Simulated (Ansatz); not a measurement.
# Chromium, diamond: HSE06 at the PBE geometry

How do the levels and moments change when part of the exchange is made exact, and what does it cost? The cell comes from an earlier PBE relaxation. Exact exchange is dear, so the k-mesh is coarse, and PBE is run on the same mesh for comparison.

Program: Ansatz 0.2.0. Level of theory: DFT, plane waves (420 eV) with PBE-made PAW files, scalar-relativistic; functionals as named at each step. These are calculated values, not measurements.

## 1. Starting point

It takes space group Fd-3m (No. 227, cubic). Conventional cell: a = 5.095 Å, b = 5.095 Å, c = 5.095 Å, α = 90.00°, β = 90.00°, γ = 90.00°. Cr (site symmetry -43m) has 4 Cr at 2.21 Å as nearest neighbours.

Coordinates:

```xyz
2
Lattice="0.0000 2.5476 2.5476 2.5476 0.0000 2.5476 2.5476 2.5476 0.0000" Properties=species:S:1:pos:R:3 pbc="T T T"
Cr    0.6369    0.6369    0.6369
Cr    4.4583    4.4583    4.4583
```

The atoms start with moments of +2.03, -2.03 μB.

## 2. PBE, coarse mesh

The run with PBE.

The input, input.yaml:

```yaml
crystal:
  lattice:
    - [0.0, 2.5475862057, 2.5475862057]
    - [2.5475862057, 0.0, 2.5475862057]
    - [2.5475862057, 2.5475862057, 0.0]
  atoms:
    - { symbol: Cr, position: [0.125, 0.125, 0.125], spin: 2.026 }
    - { symbol: Cr, position: [0.875, 0.875, 0.875], spin: -2.026 }
hamiltonian:
  xc: pbe
  pseudopotentials:
    kind: paw
    azcp:
      Cr: "pseudopotentials/Cr.paw.azcp"
basis:
  ecutwfc: 420
  fft_grid_basis: typed
kpoints:
  mp_grid: { grid: [6, 6, 6], shift: [0, 0, 0] }
magnetization:
  spin_polarized: true
scf:
  occupations: { method: fermi_dirac, width: 0.1 }
```

Started as:

```
> ansatz run input.yaml --threads 4 --pin off --max-ram 8192MiB --backend cpu --events-out ev --progress --plain --runs-dir out
```

The program printed (excerpt; [...] marks lines left out):

```text
Warning: RAYON_NUM_THREADS=4 ignored (pool sized by the plan → 4); use --threads N
[...]
Pseudopotentials: kind: paw
Pseudopotential: Cr, paw, valence charge 14, recommended cutoff 420 eV (normal), <dir>
Functional definition: PBE
[...]
Crystal: 2 atoms, lattice volume = 33.069 Å³
Basis set: ecut = 420 eV, 645 PW (Γ)
Bands: 21, of which v1, the nominal top of the filled ones, is band 14 counted from 1 (13 counted from 0)
Symmetry: 24 space group operations
Space group: F-43m (ITA 216), of the structure as read, at distance tolerance 3.2e-5 Å
Magnetic group: BNS 227.130 (UNI 1632), of the structure as read, at distance tolerance 3.2e-5 Å
k-points: 16 of 216 (time reversal used)
[...]
Starting moments: Σ|m| = 4.052 μB on 2 of 2 sites
Starting magnetic order: antiferromagnet; an inversion exchanges its spin sublattices: spin-degenerate at every k-point
[...]
SCF iter   1: F=—  HF=-6753.692820 eV  |F-HF|=—  |Δ(HF+E_count)|=         —  Δρ=9.42e-2 (↑9.42e-2 ↓9.42e-2)  dr2=4.18e0  dr2_m=1.52e0  M=-0.000 μB ∫|m|=1.629 μB  β_m=0.30  ethr=3.10e-3  ⟨swp⟩=3.2  Hψ=2549  notcnv=0
[...]
spin=Collinear: Kerker preconditioning applied to the charge; magnetization (m = ρ↑ − ρ↓) channel mixes plain (no charge-response kernel on spin).
[...]
SCF iter  13: F=-6751.484467 eV  HF=-6751.484467 eV  |F-HF|=1.87e-9  |Δ(HF+E_count)|=   5.63e-9  Δρ=1.87e-6 (↑1.87e-6 ↓7.13e-7)  dr2=2.41e-9  dr2_m=1.54e-10  M=-0.000 μB ∫|m|=4.537 μB  ethr=8.98e-11  ⟨swp⟩=1.0  Hψ=1605  notcnv=0
[...]
SCF converged after 13 iterations
Magnetization: -0.0000 μB (14.0000 up, 14.0000 down)
Absolute magnetization: 4.5370 μB (∫|ρ↑−ρ↓|, with the PAW one-centre terms)
Spin contamination: 1.6653 ħ² per cell (⟨S²⟩ above its minimum at these occupations)
Per-site moments (μB) at R_I (Å): [(2.003034306519432, 0.9100881786426409), (-2.003032495014932, 0.9100881786426409)]
Free energy (F): -6751.484467 eV
[...]
E sigma→0 (E₀):  -6751.457962 eV
Entropy (-TS):   -0.053011 eV (-26.506 meV/atom)
Fermi energy:    12.385547 eV
[...]
```

Run time: 1.3 s. Hardware: 4 threads of Intel Xeon Platinum 8488C (Sapphire Rapids), shared host; peak memory 0.36 GiB.

## 3. HSE06, coarse mesh

The run with HSE06.

Edit input.yaml of step 2 so:

```diff
@@ -9,3 +9,3 @@
 hamiltonian:
-  xc: pbe
+  xc: hse06
   pseudopotentials:
```

Started as:

```
> ansatz run input.yaml --threads 4 --pin off --max-ram 8192MiB --backend cpu --events-out ev --progress --plain --runs-dir out
```

The program printed (excerpt; [...] marks lines left out):

```text
Warning: RAYON_NUM_THREADS=4 ignored (pool sized by the plan → 4); use --threads N
[...]
[... 2 set-up lines as earlier in the session ...]
Functional definition: HSE06
[...]
Crystal: 2 atoms, lattice volume = 33.069 Å³
Basis set: ecut = 420 eV, 645 PW (Γ)
Bands: 21, of which v1, the nominal top of the filled ones, is band 14 counted from 1 (13 counted from 0)
[... 2 set-up lines as earlier in the session ...]
Magnetic group: BNS 227.130 (UNI 1632), of the structure as read, at distance tolerance 3.2e-5 Å
k-points: 16 of 216 (time reversal used)
[...]
Starting moments: Σ|m| = 4.052 μB on 2 of 2 sites
Starting magnetic order: antiferromagnet; an inversion exchanges its spin sublattices: spin-degenerate at every k-point
[...]
hybrid SCF converged: 3 outer / 16 inner (+18 warm-up), last move |dexx| = 7.69e-7 eV, tail = 4.93e-8 eV
Magnetization: -0.0001 μB (14.0000 up, 14.0000 down)
Absolute magnetization: 7.0448 μB (∫|ρ↑−ρ↓|, with the PAW one-centre terms)
Spin contamination: 3.3751 ħ² per cell (⟨S²⟩ above its minimum at these occupations)
Per-site moments (μB) at R_I (Å): [(3.102105251140816, 0.9100881786426409), (-3.102122030483093, 0.9100881786426409)]
Free energy (F): -6749.499060 eV
Frozen-core exchange: fock
[...]
E sigma→0 (E₀):  -6749.482365 eV
Entropy (-TS):   -0.033389 eV (-16.695 meV/atom)
Fermi energy:    12.804732 eV
[...]
--- Band table (eV; the first three rows and the last of 32) ---
  k-point 0 ↑: bands = ["-64.7222", "-60.3446", "-34.7950", "-34.7950", "-34.7950", "-30.0052", "-30.0052", "-30.0052", "5.5744", "9.8184", "9.8184", "9.8184", "9.8191", "9.8191", "15.7844", "15.7844", "15.7844"]
[...]
  guard bands above this table: 4 of the run's 21 bands. The solve was not asked for them (output.publish_guard_bands: true or output.eigenvalues: true publishes all)
```

It took 15 s on 4 threads of Intel Xeon Platinum 8488C (Sapphire Rapids), shared host; peak memory 0.99 GiB.

## 4. The functionals compared

| functional | gap on the mesh | Fermi energy (eV) | magnetic state | SCF cycles | exchange loops | CPU time |
| --- | --- | --- | --- | --- | --- | --- |
| PBE | none (levels filled in part) | 12.386 | antiferromagnetic, up to 2.00 μB per atom | 13 | - | 3.7 s |
| HSE06 | none (levels filled in part) | 12.805 | antiferromagnetic, up to 3.10 μB per atom | 34 | 3 | 51 s |

## 5. Summary of results

```
                         quantity                                      value
                         PBE: gap               none (levels filled in part)
              PBE: magnetic state  antiferromagnetic, up to 2.00 μB per atom
                       HSE06: gap               none (levels filled in part)
            HSE06: magnetic state  antiferromagnetic, up to 3.10 μB per atom
HSE06: SCF cycles, exchange loops                                      34, 3
 HSE06: CPU time over that of PBE                                         14
```

**Reading.** Both PBE and HSE06 leave levels filled in part. The largest moment goes from 2.00 to 3.10 μB; exact exchange favours larger moments in itinerant magnets. The hybrid took 14 times as much CPU time as PBE on the same settings. HSE06 needed 3 outer loops of the exchange operator. Absolute energies differ from functional to functional, by eV per atom at times, and say nothing by themselves.
